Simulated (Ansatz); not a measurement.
# Mg/AlN/Mg: conductance against the thickness of the layer, part 3 of 5

Aim: the conductance of Mg/AlN/Mg junctions as the barrier thickens. Both electrodes are Mg hcp(0001); the barrier is AlN wurtzite(0001) (whole bilayers). In the first transport cell, after relaxation, the nearest pair of electrode and barrier is Mg–N at 2.52 Å, at a slant, at the lower face and Mg–Al at 3.10 Å, at a slant, at the upper one. All share a net of side 3.16 Å, which strains the lower electrode by -0.9 % and the barrier by +1.0 %, against typed lattice constants near PBE's. The first steps treat the bulk electrodes alone.

Ansatz 0.2.0; PBE DFT, plane waves, PAW files (the session's first sound run).

So far. Step 3 (Relaxing the interfaces): The largest force component on a free atom ends at 0.011 eV/Å. At one or more of this run's solves the program warned of density in the dipole ramp over its bound, where dipole, forces and levels can be off.

## (4) T(E) of the junction

This step: PBE DFT, plane waves, PAW files; ballistic transmission by layer matching between semi-infinite leads (Ansatz 0.2.0).

System of this step: Mg/AlN/Mg. The cell holds 30 atoms: 22 Mg, 4 N and 4 Al. Its edges and angles: a = 3.160 Å, b = 3.160 Å, c = 78.200 Å, α = 90.0°, β = 90.0°, γ = 120.0°. Regions: left electrode, 11 atoms (11 Mg); barrier, 8 atoms (4 N and 4 Al); right electrode, 11 atoms (11 Mg). Vacuum lies along c.

The relaxed core is set between ideal electrode layers (this cell holds 8 atomic planes between the electrodes; where that differs from the relaxed slab, whole periods were copied in or cut out without a new relaxation), which the solver continues as semi-infinite leads. A wide energy window on a coarse mesh (12×12) shows where the Fermi level lies against the barrier's bands; the projected density of states shows how far the metals' states reach in.

Input file input.yaml:

```yaml
crystal:
  lattice:
    - [3.16, 0.0, 0.0]
    - [-1.58, 2.736640276, 0.0]
    - [0.0, 0.0, 78.199616822]
  atoms:
    - { symbol: Mg, position: [0.33333333, 0.66666667, 0.0895145051] }
    - { symbol: Mg, position: [0.0, 0.0, 0.1226723548] }
    - { symbol: Mg, position: [0.33333333, 0.66666667, 0.1558302045] }
    - { symbol: Mg, position: [0.0, 0.0, 0.1889880542] }
    - { symbol: Mg, position: [0.33333333, 0.66666667, 0.2221459039] }
    - { symbol: Mg, position: [0.0, 0.0, 0.2553037536] }
    - { symbol: Mg, position: [0.33333333, 0.66666667, 0.2884616033] }
    - { symbol: Mg, position: [0.0, 0.0, 0.3216194529] }
    - { symbol: Mg, position: [0.33333333, 0.66666667, 0.3547773026] }
    - { symbol: Mg, position: [0.0, 0.0, 0.3879351523] }
    - { symbol: Mg, position: [0.33333333, 0.66666667, 0.4195692386] }
    - { symbol: "N", position: [0.66666667, 0.33333333, 0.4418010603] }
    - { symbol: Al, position: [0.0, 0.0, 0.4500884962] }
    - { symbol: "N", position: [0.0, 0.0, 0.4744482358] }
    - { symbol: Al, position: [0.66666667, 0.33333333, 0.4819855278] }
    - { symbol: "N", position: [0.66666667, 0.33333333, 0.5063958539] }
    - { symbol: Al, position: [0.0, 0.0, 0.5139926261] }
    - { symbol: "N", position: [0.0, 0.0, 0.5384472277] }
    - { symbol: Al, position: [0.66666667, 0.33333333, 0.5465211208] }
    - { symbol: Mg, position: [0.0, 0.0, 0.5785566545] }
    - { symbol: Mg, position: [0.66666667, 0.33333333, 0.6120648477] }
    - { symbol: Mg, position: [0.0, 0.0, 0.6452226974] }
    - { symbol: Mg, position: [0.66666667, 0.33333333, 0.6783805471] }
    - { symbol: Mg, position: [0.0, 0.0, 0.7115383967] }
    - { symbol: Mg, position: [0.66666667, 0.33333333, 0.7446962464] }
    - { symbol: Mg, position: [0.0, 0.0, 0.7778540961] }
    - { symbol: Mg, position: [0.66666667, 0.33333333, 0.8110119458] }
    - { symbol: Mg, position: [0.0, 0.0, 0.8441697955] }
    - { symbol: Mg, position: [0.66666667, 0.33333333, 0.8773276452] }
    - { symbol: Mg, position: [0.0, 0.0, 0.9104854949] }
kpoints:
  mp_grid: { grid: [12, 12, 1] }
scf:
  occupations: { method: fermi_dirac, width: 0.1 }
  max_iter: 150
hamiltonian:
  xc: pbe
output:
  transmission:
    kmesh: [12, 12]
    e_range: [-2, 3]
    de: 0.1
    leads: [[4, 6], [24, 26]]
  dos: { projected: true, e_range: [-6, 5], de: 0.05 }
  write_potential: true
  write_density: true
  volumetric_format: npy
  elf: true
```

Started as:

```
$ ansatz run input.yaml --threads 4 --pin off --max-ram 12288MiB --backend cpu --events-out ev --progress --plain --runs-dir out
```

Numbers of over 12 decimals in the logs are rounded to 6 here.

Log:

```text
[...]
Crystal: 30 atoms, lattice volume = 676.253 Å³
Basis set: ecut = 420 eV, 13053 PW (Γ)
Bands: 156, of which v1, the nominal top of the filled ones, is band 126 counted from 1 (125 counted from 0)
Symmetry: 6 space group operations
[...]
k-points: 19 of 144 (time reversal used)
[...]
SCF iter   1: F=—  HF=-46018.960156 eV  |F-HF|=—  |Δ(HF+E_count)|=         —  Δρ=2.65e-3  dr2=1.79e1  ethr=1.77e-3  ⟨swp⟩=9.6  Hψ=13515  notcnv=0  defer=125
[...]
SCF iter  10: F=-46018.834585 eV  HF=-46018.834586 eV  |F-HF|=3.02e-8  |Δ(HF+E_count)|=   8.67e-9  Δρ=1.28e-6  dr2=4.52e-8  ethr=3.97e-11  ⟨swp⟩=15.0  Hψ=10984  notcnv=0
SCF 1 converged in 10 iterations: F = -46018.834585 eV  dr2 = 4.52e-8
[...]
transmission: 130 of 1292 steps passed
transmission: 259 of 1292 steps passed
[...]
transmission: 1292 of 1292 steps passed
WARN: The output density's exchange-correlation potential varies sharply where the density is thin. Do not read a vacuum level from v_tot or v_xc, or from such a field of the output density. On a cell that repeats whose density bears no net charge and no dipole along the vacuum's axis use v_es (v_loc + v_h of the components); under efield.dipole_correction with no amplitude use v_es + v_field, which holds any externa [...]
SCF converged after 10 iterations
Free energy (F): -46018.834585 eV
[...]
Internal energy: -46018.482030 eV  (E = F + TS)
E sigma→0 (E₀):  -46018.658308 eV
Entropy (-TS):   -0.352556 eV (-11.752 meV/atom)
Fermi energy:    4.977013 eV
[...]
--- Band table (eV; the first three rows and the last of 19) ---
  k-point 0: bands = [... 122 lower, 2.0678, 2.4718, 2.8089, 3.2703, 3.4079, 4.2523, 4.4435, 5.1259, ... 26 higher]
  k-point 1: bands = [... 122 lower, 2.1952, 2.6038, 2.9354, 3.4016, 3.5355, 4.3931, 4.5781, 5.2861, ... 26 higher]
  k-point 2: bands = [... 122 lower, 2.5426, 2.9703, 3.2878, 3.7848, 3.9048, 4.7753, 4.9597, 5.6826, ... 26 higher]
  k-point 18: bands = [... 122 lower, 4.8354, 4.9196, 4.9254, 4.9395, 5.0086, 5.0338, 5.0714, 5.1292, ... 26 higher]
--- Transmission ---
  basis      : 73 plane waves across, 68 finite elements along
  points     : 19, standing for a mesh of 12 x 12
  energies   : 51 from -2.000000 to 3.000000 eV about the Fermi level, 0.100000 eV apart; the leads are filled to 0.000000 eV, and channels, transmission and decay are at 0.000000 eV
  crystal 0  : Mg2, at the sites [4, 6], period 5.1859 Å, over 25.93 Å; its Hamiltonian steps by up to 24.2 meV
    offset         : up to 0.0000 Å between an atom of the period and one for which it stands
    channels       : 8.402778e-1 a spin
    conductance    : none, the energies end too early or step too widely for 300 K: set another output.transmission.e_range or a lower de, or, where they end at an eighth of basis.ecutwfc, a higher one
    slowest decay  : 0.0212 /Å at (0.2500, 0.0833)
[...]
channels       : 7.569444e-1 a spin
[...]
slowest decay  : 0.0025 /Å at (0.4167, 0.1667)
  junction   : crystal 0 to crystal 1, 19.37 to 55.04 Å
    transmission   : 2.263434e-3 a spin
[...]
```

Wall time 89 s (4 threads of Intel Xeon Platinum 8488C (Sapphire Rapids), shared host); peak memory 3.5 GiB.

In the SCF lines HF is the Harris–Foulkes energy and dr2 the Hartree energy of the density residual, in eV; the loop may stop once dr2 is under the threshold and the program's other checks hold. Hψ counts applications of the Hamiltonian.

Numbers from this step:

- free energy: -46018.8346 eV
- Fermi energy: 4.977 eV
- level to which the leads are filled: 0 eV from the Fermi level
- transmission at the Fermi level (a spin, zone mean): 0.002263
- channels of the lower lead: 0.8403
- channels of the upper lead: 0.7569
- potential step in the lower lead: 24.2 meV
- potential step in the upper lead: 12.9 meV

One spin. Table of transmission, zone mean by energy, zero at the Fermi level:

energy (eV), log10 transmission, zone mean and a bar from the least value:
```
    -2.00       -2.4 ########
    -1.80       -2.4 #######
    -1.50       -2.8 ##
    -1.30       -3.0 
    -1.00       -2.9 #
    -0.80       -2.9 #
    -0.60       -2.9 ##
    -0.30       -2.8 ###
    -0.10       -2.7 ####
     0.00       -2.6 ####
     0.10       -2.6 #####
     0.40       -2.4 #######
     0.60       -2.3 ########
     0.90       -2.2 ##########
     1.10       -2.0 ###########
     1.30       -1.9 #############
     1.60       -1.6 ################
     1.80       -1.4 ##################
     2.00       -1.4 ###################
     2.30       -1.1 ######################
     2.50       -0.9 #########################
     2.80       -0.4 ##############################
     3.00       -0.5 ##############################
```

One spin. Open channels, zone mean against energy, zero at the Fermi level:

| energy (eV) | lower lead | upper lead |
| --- | --- | --- |
| -2.00 | 0.882 | 0.882 |
| -1.80 | 0.965 | 0.965 |
| -1.70 | 1 | 1 |
| -1.50 | 1 | 1 |
| -1.30 | 0.965 | 0.965 |
| -1.10 | 1.05 | 1.05 |
| -1.00 | 1.01 | 1.01 |
| -0.80 | 0.799 | 0.799 |
| -0.60 | 0.715 | 0.757 |
| -0.40 | 0.799 | 0.799 |
| -0.30 | 0.924 | 0.924 |
| -0.10 | 1.09 | 1.09 |
| 0.00 | 0.840 | 0.757 |
| 0.10 | 0.840 | 0.840 |
| 0.20 | 0.924 | 0.924 |
| 0.40 | 0.979 | 0.979 |
| 0.60 | 1.27 | 1.27 |
| 0.80 | 1.19 | 1.19 |
| 0.90 | 1.35 | 1.35 |
| 1.10 | 1.23 | 1.23 |
| 1.30 | 1.23 | 1.23 |
| 1.40 | 1.27 | 1.27 |
| 1.60 | 1.23 | 1.23 |
| 1.80 | 1.30 | 1.30 |
| 2.00 | 1.34 | 1.34 |
| 2.10 | 1.34 | 1.34 |
| 2.30 | 1.47 | 1.47 |
| 2.50 | 1.55 | 1.55 |
| 2.70 | 1.51 | 1.51 |
| 2.80 | 1.49 | 1.49 |
| 3.00 | 1.61 | 1.61 |

Transmission over k1 and k2. At 0.0000 eV from the Fermi level; zeros and values more than six decades under the largest are shown at that floor.

log10 of the mean of each cell; the least values stand at a floor. Values, 12 rows by 12 columns:
```
-2.2 -7.2 -3.6 -4.2 -4.2 -3.6 -7.2 -2.2 -7.2 -7.2 -7.2 -7.2
-7.2 -3.6 -3.1 -7.2 -7.2 -7.2 -3.1 -3.6 -7.2 -7.2 -3.1 -7.2
-3.5 -4.2 -7.2 -3.7 -4.9 -4.9 -3.7 -7.2 -4.2 -3.5 -7.2 -7.2
-7.2 -4.2 -7.2 -4.9 -3.0 -2.6 -3.0 -4.9 -7.2 -4.2 -7.2 -7.2
-2.2 -3.6 -7.2 -4.9 -2.6 -1.7 -1.7 -2.6 -4.9 -7.2 -3.6 -2.2
-2.0 -7.2 -3.1 -3.7 -3.0 -1.7 -1.2 -1.7 -3.0 -3.7 -3.1 -7.2
-2.2 -2.2 -3.6 -7.2 -4.9 -2.6 -1.7 -1.7 -2.6 -4.9 -7.2 -3.6
-7.2 -7.2 -7.2 -4.2 -7.2 -4.9 -3.0 -2.6 -3.0 -4.9 -7.2 -4.2
-3.5 -7.2 -7.2 -3.5 -4.2 -7.2 -3.7 -4.9 -4.9 -3.7 -7.2 -4.2
-7.2 -7.2 -3.1 -7.2 -7.2 -3.6 -3.1 -7.2 -7.2 -7.2 -3.1 -3.6
-2.2 -7.2 -7.2 -7.2 -7.2 -2.2 -7.2 -3.6 -4.2 -4.2 -3.6 -7.2
-2.0 -2.2 -7.2 -3.5 -7.2 -2.2 -2.0 -2.2 -7.2 -3.5 -7.2 -2.2
```
Columns: k1 (b1) from -0.5 to 0.417; rows upwards: k2 (b2) from -0.5 to 0.417.

Open channels of the lower lead over k1 and k2. At 0.0000 eV from the Fermi level.

Ten even steps from '0' (0.00) to '9' (3.00):
```
603333066006
033000330090
330333303300
030333330306
630333333036
603333333330
663033333303
060303333303
300330333303
009003300033
660066033330
660306660306
```
Columns: k1 (b1) from -0.5 to 0.417; rows upwards: k2 (b2) from -0.5 to 0.417.

Projected DOS an atom over height of the atomic layer and energy from the Fermi level. Layers: Mg Mg Mg Mg Mg Mg Mg Mg Mg Mg Mg N Al N Al N Al N Al Mg Mg Mg Mg Mg Mg Mg Mg Mg Mg Mg; projections on atoms miss part of the total, and the computed bands can run out at the top of the range; a column is the mean of 2 neighbouring layers, the last of those left over.

Ten even steps from '0' (0.00 states/eV) to '9' (0.98 states/eV), each cell a mean:
```
000000111100000
000000111100000
000001232100000
000001343200000
000001332200000
000001200200000
100001100200001
100010000100001
111111000211111
111110000211111
111111000111111
111111000111111
222211000212222
222221000222222
332221000232223
322321011122223
222223355222222
222229897222222
222228897222222
222225555222222
122224655222221
111112333111111
```
Columns: height of the atomic layer (Å) from 8.3 to 69.9 (not evenly spaced); rows upwards: energy from the Fermi level (eV) from -6 to 5.

Electrostatic potential energy in the ca plane at fractional y = 0.000, with atoms of Mg and Al and N within 0.2 Å of it. With pseudopotentials it is smooth inside the atoms' cores, unlike the true potential.

Ten even steps from '0' (-43 eV) to '9' (7 eV), each cell a mean:
```
38999999998500179999999866776740069998677668
78999999999865689999999986667987789999766689
99999889999988999998889998889999888999988899
99998888999999999988889999999998777899999999
99999888999999999988889999999999878899999999
89999999999887899999899987778999889999877789
58999999999621489999999976666873379998666678
27999999998400069999999866876730049998578767
```
Columns run along c (16.0 Å, from fractional 0.33 to 0.53 of the cell; values clipped at the 3rd and 97th percentile), rows up along a (3.2 Å). Atoms in or near the plane, at fractional coordinates: Mg at (0.39, 0.00), Al at (0.45, 0.00), N at (0.47, 0.00), Al at (0.51, 0.00).

Valence density in the ca plane at fractional y = 0.000, with atoms of Mg and Al and N within 0.2 Å of it. It is the smooth field of the valence electrons, not physical close to the nuclei.

Ten steps, logarithmic in the rise over the least value, from '0' (0 e/Å³) to '9' (24 e/Å³), each cell a mean:
```
12455310000000134553100037851000000000168720
01233210001100113332100002310000000000013200
00111100011110001111000000000000000000000000
00000000012210000000000000000000000000000000
00011000012110000110000000000000000000000000
01122110011110012221000000000000000000000000
12344310000000124442100025630000000000046510
13555410000000135553100049971000000000289830
```
Columns run along c (16.0 Å, from fractional 0.46 to 0.66 of the cell), rows up along a (3.2 Å). Atoms in or near the plane, at fractional coordinates: N at (0.47, 0.00), Al at (0.51, 0.00), N at (0.54, 0.00), Mg at (0.58, 0.00), Mg at (0.65, 0.00).

ELF in the ca plane at fractional y = 0.000, with atoms of Mg and Al and N within 0.2 Å of it. It is the smooth field of the valence electrons, not physical close to the nuclei.

Values, 5 rows by 16 columns, each cell a mean:
```
0.67 0.68 0.42 0.18 0.08 0.67 0.68 0.43 0.14 0.33 0.28 0.65 0.58 0.36 0.29 0.21
0.30 0.63 0.28 0.52 0.53 0.29 0.62 0.37 0.46 0.19 0.41 0.36 0.21 0.49 0.22 0.35
0.13 0.27 0.19 0.60 0.59 0.12 0.26 0.31 0.65 0.48 0.48 0.22 0.09 0.50 0.50 0.52
0.43 0.76 0.33 0.43 0.40 0.42 0.75 0.40 0.33 0.15 0.35 0.46 0.34 0.45 0.16 0.26
0.72 0.52 0.43 0.11 0.04 0.72 0.52 0.43 0.13 0.35 0.28 0.68 0.62 0.34 0.32 0.23
```
Columns run along c (16.0 Å, from fractional 0.46 to 0.66 of the cell), rows up along a (3.2 Å). Atoms in or near the plane, at fractional coordinates: N at (0.47, 0.00), Al at (0.51, 0.00), N at (0.54, 0.00), Mg at (0.58, 0.00), Mg at (0.65, 0.00).

At the Fermi level the transmission is 0.0023, as a zone mean for one spin on this coarse mesh. At the Fermi level the layers of this cell's barrier hold from 0.0044 to 0.21 states an eV and atom. In the worse lead the potential repeats within 24.2 meV, which the program lets pass.

(Part 3 of 5 ends here.)

[Logs are printed without paths, hosts, clocks, repeated set-up lines and the standing remarks that a program may print on its own settings, such as how far it seeks lower states.]

[Hosts, paths, dates, database ids (printed as entryN), source tags and the programs' standing remarks are cut or masked in the printed files.]
